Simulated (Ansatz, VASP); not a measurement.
# GaSb: VASP beside Ansatz, part 2 of 3

Wanted: the spread between two codes on one cell, functional and k mesh. The structure shown is the start of the Ansatz relaxation below; VASP solves that cell, so the two are compared at the walk's first step.

VASP 6.6.1 and Ansatz 0.2.0.

So far: The starting structure; Ansatz: relaxation, r2SCAN.

**3. VASP: single point, r2SCAN, start cell**

Level of this step: r2SCAN; plane waves and PAW (Ga_d, Sb) (VASP).

The same cell, functional, mesh and smearing now go to VASP, with its own data sets.

Lines of VASP's logs that name or quote its potential files are left out, and so is its time.

File INCAR:

```
SYSTEM = GaSb
PREC = Accurate
ENCUT = 440
EDIFF = 1E-06
NELM = 120
ISMEAR = 0
SIGMA = 0.02
LREAL = .FALSE.
ALGO = Normal
METAGGA = R2SCAN
LASPH = .TRUE.
NBANDS = 15
LORBIT = 11
LWAVE = .FALSE.
LCHARG = .FALSE.
ISIF = 2
ISYM = 2
GGA_COMPAT = .FALSE.
EFERMI = MIDGAP
LMIXTAU = .TRUE.
KPAR = 2
```

File POSCAR:

```
GaSb
1.0
    0.0621780000      3.1274920000      3.0277340000
    3.1274920000      0.0621780000      3.0277340000
    3.1896700000      3.1896700000      0.0000000000
Ga Sb
1 1
Direct
    0.9979735670      0.9979735670      0.0020474383
    0.7520264330      0.7520264330      0.7479525617
```

File KPOINTS:

```
Points of the shifted mesh
1728
Reciprocal
 0.0416666667  0.0416666667  0.0416666667 1
 0.0416666667  0.0416666667  0.1250000000 1
 0.0416666667  0.0416666667  0.2083333333 1
 0.0416666667  0.0416666667  0.2916666667 1
 0.0416666667  0.0416666667  0.3750000000 1
 0.0416666667  0.0416666667  0.4583333333 1
 0.0416666667  0.0416666667  0.5416666667 1
 0.0416666667  0.0416666667  0.6250000000 1
 0.0416666667  0.0416666667  0.7083333333 1
 0.0416666667  0.0416666667  0.7916666667 1
 0.0416666667  0.0416666667  0.8750000000 1
 0.0416666667  0.0416666667  0.9583333333 1
 0.0416666667  0.1250000000  0.0416666667 1
 0.0416666667  0.1250000000  0.1250000000 1
 0.0416666667  0.1250000000  0.2083333333 1
 0.0416666667  0.1250000000  0.2916666667 1
 0.0416666667  0.1250000000  0.3750000000 1
 0.0416666667  0.1250000000  0.4583333333 1
 0.0416666667  0.1250000000  0.5416666667 1
 0.0416666667  0.1250000000  0.6250000000 1
 0.0416666667  0.1250000000  0.7083333333 1
 0.0416666667  0.1250000000  0.7916666667 1
 0.0416666667  0.1250000000  0.8750000000 1
 0.0416666667  0.1250000000  0.9583333333 1
 0.0416666667  0.2083333333  0.0416666667 1
 0.0416666667  0.2083333333  0.1250000000 1
 0.0416666667  0.2083333333  0.2083333333 1
 0.0416666667  0.2083333333  0.2916666667 1
 0.0416666667  0.2083333333  0.3750000000 1
 0.0416666667  0.2083333333  0.4583333333 1
 0.0416666667  0.2083333333  0.5416666667 1
 0.0416666667  0.2083333333  0.6250000000 1
 0.0416666667  0.2083333333  0.7083333333 1
 0.0416666667  0.2083333333  0.7916666667 1
 0.0416666667  0.2083333333  0.8750000000 1
 0.0416666667  0.2083333333  0.9583333333 1
 0.0416666667  0.2916666667  0.0416666667 1
 0.0416666667  0.2916666667  0.1250000000 1
 0.0416666667  0.2916666667  0.2083333333 1
 0.0416666667  0.2916666667  0.2916666667 1
 0.0416666667  0.2916666667  0.3750000000 1
 0.0416666667  0.2916666667  0.4583333333 1
 0.0416666667  0.2916666667  0.5416666667 1
 0.0416666667  0.2916666667  0.6250000000 1
 0.0416666667  0.2916666667  0.7083333333 1
 0.0416666667  0.2916666667  0.7916666667 1
 0.0416666667  0.2916666667  0.8750000000 1
 0.0416666667  0.2916666667  0.9583333333 1
 0.0416666667  0.3750000000  0.0416666667 1
 0.0416666667  0.3750000000  0.1250000000 1
 0.0416666667  0.3750000000  0.2083333333 1
 0.0416666667  0.3750000000  0.2916666667 1
 0.0416666667  0.3750000000  0.3750000000 1
 0.0416666667  0.3750000000  0.4583333333 1
 0.0416666667  0.3750000000  0.5416666667 1
 0.0416666667  0.3750000000  0.6250000000 1
 0.0416666667  0.3750000000  0.7083333333 1
 0.0416666667  0.3750000000  0.7916666667 1
 0.0416666667  0.3750000000  0.8750000000 1
 0.0416666667  0.3750000000  0.9583333333 1
 0.0416666667  0.4583333333  0.0416666667 1
 0.0416666667  0.4583333333  0.1250000000 1
 0.0416666667  0.4583333333  0.2083333333 1
 0.0416666667  0.4583333333  0.2916666667 1
 0.0416666667  0.4583333333  0.3750000000 1
 0.0416666667  0.4583333333  0.4583333333 1
 0.0416666667  0.4583333333  0.5416666667 1
 0.0416666667  0.4583333333  0.6250000000 1
 0.0416666667  0.4583333333  0.7083333333 1
 0.0416666667  0.4583333333  0.7916666667 1
 0.0416666667  0.4583333333  0.8750000000 1
 0.0416666667  0.4583333333  0.9583333333 1
 0.0416666667  0.5416666667  0.0416666667 1
 0.0416666667  0.5416666667  0.1250000000 1
 0.0416666667  0.5416666667  0.2083333333 1
 0.0416666667  0.5416666667  0.2916666667 1
 0.0416666667  0.5416666667  0.3750000000 1
 0.0416666667  0.5416666667  0.4583333333 1
 0.0416666667  0.5416666667  0.5416666667 1
 0.0416666667  0.5416666667  0.6250000000 1
 0.0416666667  0.5416666667  0.7083333333 1
 0.0416666667  0.5416666667  0.7916666667 1
 0.0416666667  0.5416666667  0.8750000000 1
 0.0416666667  0.5416666667  0.9583333333 1
 0.0416666667  0.6250000000  0.0416666667 1
 0.0416666667  0.6250000000  0.1250000000 1
 0.0416666667  0.6250000000  0.2083333333 1
 0.0416666667  0.6250000000  0.2916666667 1
 0.0416666667  0.6250000000  0.3750000000 1
 0.0416666667  0.6250000000  0.4583333333 1
 0.0416666667  0.6250000000  0.5416666667 1
 0.0416666667  0.6250000000  0.6250000000 1
 0.0416666667  0.6250000000  0.7083333333 1
 0.0416666667  0.6250000000  0.7916666667 1
 0.0416666667  0.6250000000  0.8750000000 1
 0.0416666667  0.6250000000  0.9583333333 1
 0.0416666667  0.7083333333  0.0416666667 1
 0.0416666667  0.7083333333  0.1250000000 1
 0.0416666667  0.7083333333  0.2083333333 1
 0.0416666667  0.7083333333  0.2916666667 1
 0.0416666667  0.7083333333  0.3750000000 1
 0.0416666667  0.7083333333  0.4583333333 1
 0.0416666667  0.7083333333  0.5416666667 1
 0.0416666667  0.7083333333  0.6250000000 1
 0.0416666667  0.7083333333  0.7083333333 1
 0.0416666667  0.7083333333  0.7916666667 1
 0.0416666667  0.7083333333  0.8750000000 1
 0.0416666667  0.7083333333  0.9583333333 1
 0.0416666667  0.7916666667  0.0416666667 1
 0.0416666667  0.7916666667  0.1250000000 1
 0.0416666667  0.7916666667  0.2083333333 1
 0.0416666667  0.7916666667  0.2916666667 1
[... 1390 lines left out ...]
 0.8750000000  0.4583333333  0.1250000000 1
 0.8750000000  0.4583333333  0.2083333333 1
 0.8750000000  0.4583333333  0.2916666667 1
 0.8750000000  0.4583333333  0.3750000000 1
 0.8750000000  0.4583333333  0.4583333333 1
 0.8750000000  0.4583333333  0.5416666667 1
 0.8750000000  0.4583333333  0.6250000000 1
 0.8750000000  0.4583333333  0.7083333333 1
 0.8750000000  0.4583333333  0.7916666667 1
 0.8750000000  0.4583333333  0.8750000000 1
 0.8750000000  0.4583333333  0.9583333333 1
 0.8750000000  0.5416666667  0.0416666667 1
 0.8750000000  0.5416666667  0.1250000000 1
 0.8750000000  0.5416666667  0.2083333333 1
 0.8750000000  0.5416666667  0.2916666667 1
 0.8750000000  0.5416666667  0.3750000000 1
 0.8750000000  0.5416666667  0.4583333333 1
 0.8750000000  0.5416666667  0.5416666667 1
 0.8750000000  0.5416666667  0.6250000000 1
 0.8750000000  0.5416666667  0.7083333333 1
 0.8750000000  0.5416666667  0.7916666667 1
 0.8750000000  0.5416666667  0.8750000000 1
 0.8750000000  0.5416666667  0.9583333333 1
 0.8750000000  0.6250000000  0.0416666667 1
 0.8750000000  0.6250000000  0.1250000000 1
 0.8750000000  0.6250000000  0.2083333333 1
 0.8750000000  0.6250000000  0.2916666667 1
 0.8750000000  0.6250000000  0.3750000000 1
 0.8750000000  0.6250000000  0.4583333333 1
 0.8750000000  0.6250000000  0.5416666667 1
 0.8750000000  0.6250000000  0.6250000000 1
 0.8750000000  0.6250000000  0.7083333333 1
 0.8750000000  0.6250000000  0.7916666667 1
 0.8750000000  0.6250000000  0.8750000000 1
 0.8750000000  0.6250000000  0.9583333333 1
 0.8750000000  0.7083333333  0.0416666667 1
 0.8750000000  0.7083333333  0.1250000000 1
 0.8750000000  0.7083333333  0.2083333333 1
 0.8750000000  0.7083333333  0.2916666667 1
 0.8750000000  0.7083333333  0.3750000000 1
 0.8750000000  0.7083333333  0.4583333333 1
 0.8750000000  0.7083333333  0.5416666667 1
 0.8750000000  0.7083333333  0.6250000000 1
 0.8750000000  0.7083333333  0.7083333333 1
 0.8750000000  0.7083333333  0.7916666667 1
 0.8750000000  0.7083333333  0.8750000000 1
 0.8750000000  0.7083333333  0.9583333333 1
 0.8750000000  0.7916666667  0.0416666667 1
 0.8750000000  0.7916666667  0.1250000000 1
 0.8750000000  0.7916666667  0.2083333333 1
 0.8750000000  0.7916666667  0.2916666667 1
 0.8750000000  0.7916666667  0.3750000000 1
 0.8750000000  0.7916666667  0.4583333333 1
 0.8750000000  0.7916666667  0.5416666667 1
 0.8750000000  0.7916666667  0.6250000000 1
 0.8750000000  0.7916666667  0.7083333333 1
 0.8750000000  0.7916666667  0.7916666667 1
 0.8750000000  0.7916666667  0.8750000000 1
 0.8750000000  0.7916666667  0.9583333333 1
 0.8750000000  0.8750000000  0.0416666667 1
 0.8750000000  0.8750000000  0.1250000000 1
 0.8750000000  0.8750000000  0.2083333333 1
 0.8750000000  0.8750000000  0.2916666667 1
 0.8750000000  0.8750000000  0.3750000000 1
 0.8750000000  0.8750000000  0.4583333333 1
 0.8750000000  0.8750000000  0.5416666667 1
 0.8750000000  0.8750000000  0.6250000000 1
 0.8750000000  0.8750000000  0.7083333333 1
 0.8750000000  0.8750000000  0.7916666667 1
 0.8750000000  0.8750000000  0.8750000000 1
 0.8750000000  0.8750000000  0.9583333333 1
 0.8750000000  0.9583333333  0.0416666667 1
 0.8750000000  0.9583333333  0.1250000000 1
 0.8750000000  0.9583333333  0.2083333333 1
 0.8750000000  0.9583333333  0.2916666667 1
 0.8750000000  0.9583333333  0.3750000000 1
 0.8750000000  0.9583333333  0.4583333333 1
 0.8750000000  0.9583333333  0.5416666667 1
 0.8750000000  0.9583333333  0.6250000000 1
 0.8750000000  0.9583333333  0.7083333333 1
 0.8750000000  0.9583333333  0.7916666667 1
 0.8750000000  0.9583333333  0.8750000000 1
 0.8750000000  0.9583333333  0.9583333333 1
 0.9583333333  0.0416666667  0.0416666667 1
 0.9583333333  0.0416666667  0.1250000000 1
 0.9583333333  0.0416666667  0.2083333333 1
 0.9583333333  0.0416666667  0.2916666667 1
 0.9583333333  0.0416666667  0.3750000000 1
 0.9583333333  0.0416666667  0.4583333333 1
 0.9583333333  0.0416666667  0.5416666667 1
 0.9583333333  0.0416666667  0.6250000000 1
 0.9583333333  0.0416666667  0.7083333333 1
 0.9583333333  0.0416666667  0.7916666667 1
 0.9583333333  0.0416666667  0.8750000000 1
 0.9583333333  0.0416666667  0.9583333333 1
 0.9583333333  0.1250000000  0.0416666667 1
 0.9583333333  0.1250000000  0.1250000000 1
 0.9583333333  0.1250000000  0.2083333333 1
 0.9583333333  0.1250000000  0.2916666667 1
 0.9583333333  0.1250000000  0.3750000000 1
 0.9583333333  0.1250000000  0.4583333333 1
 0.9583333333  0.1250000000  0.5416666667 1
 0.9583333333  0.1250000000  0.6250000000 1
 0.9583333333  0.1250000000  0.7083333333 1
 0.9583333333  0.1250000000  0.7916666667 1
 0.9583333333  0.1250000000  0.8750000000 1
 0.9583333333  0.1250000000  0.9583333333 1
 0.9583333333  0.2083333333  0.0416666667 1
 0.9583333333  0.2083333333  0.1250000000 1
 0.9583333333  0.2083333333  0.2083333333 1
 0.9583333333  0.2083333333  0.2916666667 1
 0.9583333333  0.2083333333  0.3750000000 1
 0.9583333333  0.2083333333  0.4583333333 1
 0.9583333333  0.2083333333  0.5416666667 1
 0.9583333333  0.2083333333  0.6250000000 1
 0.9583333333  0.2083333333  0.7083333333 1
 0.9583333333  0.2083333333  0.7916666667 1
 0.9583333333  0.2083333333  0.8750000000 1
 0.9583333333  0.2083333333  0.9583333333 1
 0.9583333333  0.2916666667  0.0416666667 1
 0.9583333333  0.2916666667  0.1250000000 1
 0.9583333333  0.2916666667  0.2083333333 1
 0.9583333333  0.2916666667  0.2916666667 1
 0.9583333333  0.2916666667  0.3750000000 1
 0.9583333333  0.2916666667  0.4583333333 1
 0.9583333333  0.2916666667  0.5416666667 1
 0.9583333333  0.2916666667  0.6250000000 1
 0.9583333333  0.2916666667  0.7083333333 1
 0.9583333333  0.2916666667  0.7916666667 1
 0.9583333333  0.2916666667  0.8750000000 1
 0.9583333333  0.2916666667  0.9583333333 1
 0.9583333333  0.3750000000  0.0416666667 1
 0.9583333333  0.3750000000  0.1250000000 1
 0.9583333333  0.3750000000  0.2083333333 1
 0.9583333333  0.3750000000  0.2916666667 1
 0.9583333333  0.3750000000  0.3750000000 1
 0.9583333333  0.3750000000  0.4583333333 1
 0.9583333333  0.3750000000  0.5416666667 1
 0.9583333333  0.3750000000  0.6250000000 1
 0.9583333333  0.3750000000  0.7083333333 1
 0.9583333333  0.3750000000  0.7916666667 1
 0.9583333333  0.3750000000  0.8750000000 1
 0.9583333333  0.3750000000  0.9583333333 1
 0.9583333333  0.4583333333  0.0416666667 1
 0.9583333333  0.4583333333  0.1250000000 1
 0.9583333333  0.4583333333  0.2083333333 1
 0.9583333333  0.4583333333  0.2916666667 1
 0.9583333333  0.4583333333  0.3750000000 1
 0.9583333333  0.4583333333  0.4583333333 1
 0.9583333333  0.4583333333  0.5416666667 1
 0.9583333333  0.4583333333  0.6250000000 1
 0.9583333333  0.4583333333  0.7083333333 1
 0.9583333333  0.4583333333  0.7916666667 1
 0.9583333333  0.4583333333  0.8750000000 1
 0.9583333333  0.4583333333  0.9583333333 1
 0.9583333333  0.5416666667  0.0416666667 1
 0.9583333333  0.5416666667  0.1250000000 1
 0.9583333333  0.5416666667  0.2083333333 1
 0.9583333333  0.5416666667  0.2916666667 1
 0.9583333333  0.5416666667  0.3750000000 1
 0.9583333333  0.5416666667  0.4583333333 1
 0.9583333333  0.5416666667  0.5416666667 1
 0.9583333333  0.5416666667  0.6250000000 1
 0.9583333333  0.5416666667  0.7083333333 1
 0.9583333333  0.5416666667  0.7916666667 1
 0.9583333333  0.5416666667  0.8750000000 1
 0.9583333333  0.5416666667  0.9583333333 1
 0.9583333333  0.6250000000  0.0416666667 1
 0.9583333333  0.6250000000  0.1250000000 1
 0.9583333333  0.6250000000  0.2083333333 1
 0.9583333333  0.6250000000  0.2916666667 1
 0.9583333333  0.6250000000  0.3750000000 1
 0.9583333333  0.6250000000  0.4583333333 1
 0.9583333333  0.6250000000  0.5416666667 1
 0.9583333333  0.6250000000  0.6250000000 1
 0.9583333333  0.6250000000  0.7083333333 1
 0.9583333333  0.6250000000  0.7916666667 1
 0.9583333333  0.6250000000  0.8750000000 1
 0.9583333333  0.6250000000  0.9583333333 1
 0.9583333333  0.7083333333  0.0416666667 1
 0.9583333333  0.7083333333  0.1250000000 1
 0.9583333333  0.7083333333  0.2083333333 1
 0.9583333333  0.7083333333  0.2916666667 1
 0.9583333333  0.7083333333  0.3750000000 1
 0.9583333333  0.7083333333  0.4583333333 1
 0.9583333333  0.7083333333  0.5416666667 1
 0.9583333333  0.7083333333  0.6250000000 1
 0.9583333333  0.7083333333  0.7083333333 1
 0.9583333333  0.7083333333  0.7916666667 1
 0.9583333333  0.7083333333  0.8750000000 1
 0.9583333333  0.7083333333  0.9583333333 1
 0.9583333333  0.7916666667  0.0416666667 1
 0.9583333333  0.7916666667  0.1250000000 1
 0.9583333333  0.7916666667  0.2083333333 1
 0.9583333333  0.7916666667  0.2916666667 1
 0.9583333333  0.7916666667  0.3750000000 1
 0.9583333333  0.7916666667  0.4583333333 1
 0.9583333333  0.7916666667  0.5416666667 1
 0.9583333333  0.7916666667  0.6250000000 1
 0.9583333333  0.7916666667  0.7083333333 1
 0.9583333333  0.7916666667  0.7916666667 1
 0.9583333333  0.7916666667  0.8750000000 1
 0.9583333333  0.7916666667  0.9583333333 1
 0.9583333333  0.8750000000  0.0416666667 1
 0.9583333333  0.8750000000  0.1250000000 1
 0.9583333333  0.8750000000  0.2083333333 1
 0.9583333333  0.8750000000  0.2916666667 1
 0.9583333333  0.8750000000  0.3750000000 1
 0.9583333333  0.8750000000  0.4583333333 1
 0.9583333333  0.8750000000  0.5416666667 1
 0.9583333333  0.8750000000  0.6250000000 1
 0.9583333333  0.8750000000  0.7083333333 1
 0.9583333333  0.8750000000  0.7916666667 1
 0.9583333333  0.8750000000  0.8750000000 1
 0.9583333333  0.8750000000  0.9583333333 1
 0.9583333333  0.9583333333  0.0416666667 1
 0.9583333333  0.9583333333  0.1250000000 1
 0.9583333333  0.9583333333  0.2083333333 1
 0.9583333333  0.9583333333  0.2916666667 1
 0.9583333333  0.9583333333  0.3750000000 1
 0.9583333333  0.9583333333  0.4583333333 1
 0.9583333333  0.9583333333  0.5416666667 1
 0.9583333333  0.9583333333  0.6250000000 1
 0.9583333333  0.9583333333  0.7083333333 1
 0.9583333333  0.9583333333  0.7916666667 1
 0.9583333333  0.9583333333  0.8750000000 1
 0.9583333333  0.9583333333  0.9583333333 1
```

The projector-augmented-wave data sets are Ga_d and Sb (PBE family, release 64).

The run is started by

```console
$ mpirun -np 2 vasp_std
```

Log:

```text
[banner, memory and clock lines left out]
running    2 mpi-ranks, on    1 nodes
 distrk:  each k-point on    1 cores,    2 groups
 distr:  one band on    1 cores,    1 groups

 POSCAR found type information on POSCAR GaSb
 POSCAR found :  2 types and       2 ions
|                                                                             |
|               ----> ADVICE to this user running VASP <----                  |
|                                                                             |
|     You enforced a specific xc type in the INCAR file but a different       |
|     [... a line on the potential file left out ...]
|     I HOPE YOU KNOW WHAT YOU ARE DOING!                                     |
|                                                                             |

 LDA part: xc-table for (None), standard interpolation
 POSCAR, INCAR and KPOINTS ok, starting setup
 FFT: planning ... GRIDC
 FFT: planning ... GRID_SOFT
 FFT: planning ... GRID
 WAVECAR not read
 entering main loop
       N       E                     dE             d eps       ncg     rms          rms(c)
DAV:   1     0.464115221250E+02    0.46412E+02   -0.82478E+03 52448   0.136E+03
DAV:   2    -0.334930280320E+02   -0.79905E+02   -0.77236E+02 60401   0.288E+02
DAV:   3    -0.393296769425E+02   -0.58366E+01   -0.58234E+01 61948   0.664E+01
DAV:   4    -0.394294200953E+02   -0.99743E-01   -0.99729E-01 64267   0.985E+00
DAV:   5    -0.394317197602E+02   -0.22997E-02   -0.22996E-02 66330   0.131E+00    0.279E+00
DAV:   6    -0.375421387611E+02    0.18896E+01   -0.39419E-01 54647   0.978E+00    0.193E+00
DAV:   7    -0.375876660876E+02   -0.45527E-01   -0.37504E-01 55928   0.693E+00    0.594E-01
DAV:   8    -0.375687392282E+02    0.18927E-01   -0.25783E-01 52071   0.479E+00    0.185E-01
DAV:   9    -0.375762658008E+02   -0.75266E-02   -0.13788E-02 64552   0.987E-01    0.214E-01
DAV:  10    -0.375782973334E+02   -0.20315E-02   -0.17777E-03 58308   0.413E-01    0.363E-01
DAV:  11    -0.375816550126E+02   -0.33577E-02   -0.13544E-02 54794   0.816E-01    0.636E-02
DAV:  12    -0.375805708029E+02    0.10842E-02   -0.13972E-03 65903   0.286E-01    0.771E-02
DAV:  13    -0.375816133601E+02   -0.10426E-02   -0.34837E-04 54955   0.156E-01    0.673E-02
DAV:  14    -0.375816577191E+02   -0.44359E-04   -0.74033E-04 53989   0.195E-01    0.152E-02
DAV:  15    -0.375818399501E+02   -0.18223E-03   -0.11835E-04 54185   0.926E-02    0.151E-02
DAV:  16    -0.375818858474E+02   -0.45897E-04   -0.50932E-05 58735   0.502E-02    0.111E-02
DAV:  17    -0.375818853119E+02    0.53557E-06   -0.11497E-06 55283   0.100E-02
   1 F= -.37581885E+02 E0= -.37581885E+02  d E =-.131439E-95
```

(Continued in part 3 of 3.)

[Lines on the potential files, build, host, timing and source positions are cut from VASP's logs without a mark.]

[Logs are printed without paths, hosts, clocks, repeated set-up lines and the standing remarks that a program may print on its own settings, such as how far it seeks lower states.]

[Hosts, paths, dates, database ids (printed as entryN), source tags and the programs' standing remarks are cut or masked in the printed files.]
